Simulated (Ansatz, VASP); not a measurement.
One calculation of BaZrO3, two programs

INCAR

```
SYSTEM = BaZrO3
  PREC = Accurate
  ENCUT = 520
  EDIFF = 1E-6
  ISMEAR = 0
  SIGMA = 0.05
  LREAL = .False.
  LASPH = .True.
  NELM = 80
  ALGO = Normal
  ISIF = 2
  LWAVE = .False.
  LCHARG = .True.
  GGA = PE
  LELF = .True.
  LVHAR = .True.
  NBANDS = 28
```

Contents of KPOINTS:

```
Automatic mesh
0
Gamma
  6 6 6
  0 0 0
```

POSCAR

```
BaZrO3
1.0
    4.1815000000      0.0000000000      0.0000000000
    0.0000000000      4.1815000000      0.0000000000
    0.0000000000      0.0000000000      4.1815000000
Ba Zr O
1 1 3
Direct
    0.5042275905      0.4957724095      0.5000000000
    0.0000000000      0.0000000000      0.0000000000
    0.5000000000      0.0000000000      0.0000000000
    0.0000000000      0.5000000000      0.0000000000
    0.0000000000      0.0000000000      0.5000000000
```

Input for Ansatz:

```yaml
crystal:
  lattice:
    - [4.1815, 0.0, 0.0]
    - [0.0, 4.1815, 0.0]
    - [0.0, 0.0, 4.1815]
  atoms:
    - { symbol: Ba, position: [0.5042275905, 0.4957724095, 0.5] }
    - { symbol: Zr, position: [0.0, 0.0, 0.0] }
    - { symbol: O, position: [0.5, 0.0, 0.0] }
    - { symbol: O, position: [0.0, 0.5, 0.0] }
    - { symbol: O, position: [0.0, 0.0, 0.5] }
basis:
  ecutwfc: 420
kpoints:
  mp_grid: { grid: [6, 6, 6] }
hamiltonian:
  xc: pbe
scf:
  occupations: { method: gaussian, width: 0.05 }
output:
  forces: true
  stress: true
  eigenvalues: true
```

Change from the starting cell: all Ba atoms moved +0.025 Å, as atom 1 along Cartesian [1 -1 0].

Alike in both runs: task single point; functional PBE; k mesh 6 × 6 × 6; occupations gaussian, width 0.05 eV; no spin polarisation.

|  | VASP | Ansatz |
| --- | --- | --- |
| version | VASP 6.6.1 | Ansatz 0.2.0 |
| potentials or method | VASP PAW PBE potentials, release 64 (Ba_sv, Zr_sv, O) | scalar-relativistic, plane waves, PAW |
| plane-wave cutoff (eV) | 520 | 420 |
| valence electrons in the cell | 40 | 40 |

|  | VASP | Ansatz | Ansatz less VASP |
| --- | --- | --- | --- |
| gap on the k mesh at the Fermi level (eV) | 3.20 | 3.26 | +0.052 |
| least direct gap on the mesh (eV) | 3.42 | 3.44 | +0.023 |
| pressure (GPa) | 6.3 | 5.3 | -1.08 |
| rms of the force components (eV/Å) | 0.036 | 0.034 | -0.0022 |

Atom by atom the forces differ by 0.004 eV/Å (rms over components). With one functional, cell and mesh, what is left measures potentials, basis and numerics.

Caveats: spin-orbit coupling is left out, which moves the levels of the heavy elements. A k mesh can miss the band edges.
